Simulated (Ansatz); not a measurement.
Wurtzite alloy of ZnO and MgO (3 of 48 Zn sites exchanged), 96 atoms

Ansatz, PAW, plane waves. PBEsol relaxation of cell lengths and atoms (angles held) at the single k point (½, ½, ½); single points on the relaxed atoms at the Γ point alone, onto which points of the small cell's zone fold. Arrangement: quasirandom. No spin–orbit coupling unless named.

Relaxed structure:

```
CELL_PARAMETERS angstrom
9.63722 0.00000 0.00000
0.00000 11.23221 0.00000
0.00000 0.00000 10.44440
ATOMIC_POSITIONS crystal
Zn 0.16649 0.08418 0.24979
Zn 0.16678 0.08343 0.74992
Zn 0.99961 0.33332 0.24926
Zn 0.00021 0.33330 0.74901
Zn 0.49979 0.08313 0.24971
Zn 0.50049 0.08332 0.74886
Zn 0.33304 0.33329 0.24916
Zn 0.33248 0.33369 0.74924
Zn 0.16646 0.58316 0.24924
Zn 0.16660 0.58334 0.74930
Zn 0.99906 0.83262 0.24968
Zn 0.00038 0.83281 0.74989
Zn 0.83318 0.08310 0.25127
Zn 0.66640 0.33298 0.25097
Zn 0.49990 0.58310 0.24906
Zn 0.49856 0.58335 0.74922
Zn 0.33400 0.83277 0.24973
Zn 0.33233 0.83407 0.75009
Zn 0.83291 0.58299 0.24915
Zn 0.83384 0.58278 0.74908
Zn 0.66633 0.83303 0.24911
Zn 0.66676 0.83216 0.74919
Zn 0.00104 0.16757 0.49986
Zn 0.99898 0.16613 0.99988
Zn 0.33280 0.16713 0.49926
Zn 0.33330 0.16646 0.99924
Zn 0.16640 0.41704 0.49916
Zn 0.16620 0.41636 0.99918
Zn 0.99930 0.66653 0.49893
Zn 0.99964 0.66643 0.99923
Zn 0.66579 0.16579 0.50076
Zn 0.66723 0.16674 0.00045
Zn 0.49871 0.41713 0.49971
Zn 0.50038 0.41608 0.99989
Zn 0.33357 0.66696 0.49901
Zn 0.33316 0.66646 0.99926
Zn 0.16644 0.91659 0.00079
Zn 0.83364 0.41692 0.50008
Zn 0.83231 0.41605 0.99967
Zn 0.66630 0.66616 0.49951
Zn 0.66650 0.66651 0.99897
Zn 0.49996 0.91581 0.49939
Zn 0.49993 0.91676 0.99918
Zn 0.83302 0.91458 0.49949
Zn 0.83307 0.91717 0.00006
Mg 0.83313 0.08164 0.74826
Mg 0.66519 0.33332 0.74843
Mg 0.16643 0.91689 0.49876
O 0.99928 0.16720 0.18906
O 0.99969 0.16716 0.68910
O 0.33339 0.16733 0.18854
O 0.33338 0.16737 0.68876
O 0.16632 0.41719 0.18844
O 0.16628 0.41752 0.68830
O 0.99964 0.66689 0.18844
O 0.00002 0.66709 0.68836
O 0.66678 0.16715 0.18961
O 0.66723 0.16729 0.68954
O 0.50012 0.41697 0.18899
O 0.49893 0.41770 0.68862
O 0.33317 0.66702 0.18845
O 0.33269 0.66801 0.68847
O 0.16647 0.91728 0.19026
O 0.16617 0.91760 0.68793
O 0.83261 0.41695 0.18886
O 0.83281 0.41694 0.68901
O 0.66646 0.66714 0.18828
O 0.66628 0.66636 0.68866
O 0.49992 0.91730 0.18848
O 0.49993 0.91694 0.68886
O 0.83300 0.91745 0.18917
O 0.83336 0.91585 0.68866
O 0.16660 0.08288 0.43884
O 0.16631 0.08242 0.93923
O 0.99976 0.33303 0.43844
O 0.99948 0.33233 0.93869
O 0.49944 0.08222 0.43900
O 0.50023 0.08277 0.93861
O 0.33283 0.33281 0.43836
O 0.33316 0.33258 0.93862
O 0.16656 0.58284 0.43846
O 0.16644 0.58244 0.93850
O 0.00023 0.83220 0.43862
O 0.99987 0.83268 0.93921
O 0.83358 0.08204 0.44074
O 0.83296 0.08244 0.93762
O 0.66619 0.33244 0.44039
O 0.66628 0.33225 0.93769
O 0.49972 0.58261 0.43823
O 0.49974 0.58225 0.93863
O 0.33299 0.83264 0.43872
O 0.33292 0.83267 0.93915
O 0.83289 0.58244 0.43836
O 0.83313 0.58220 0.93851
O 0.66619 0.83196 0.43831
O 0.66665 0.83258 0.93864
```

What are the mean bond lengths by pair (pairs within 1.2 times the sum of covalent radii, less contacts 15 % beyond the pair's median; cation–cation pairs of compounds aside; long ionic contacts are cut short by that bound)?

Mg–O 1.969 ± 0.005 Å (standard deviation, 12 bonds); O–Zn 1.971 ± 0.004 Å (standard deviation, 180 bonds).

What gap lies between the top filled and the lowest empty level in the single points?

HSE06 2.69 eV (43 s on NVIDIA GB300).
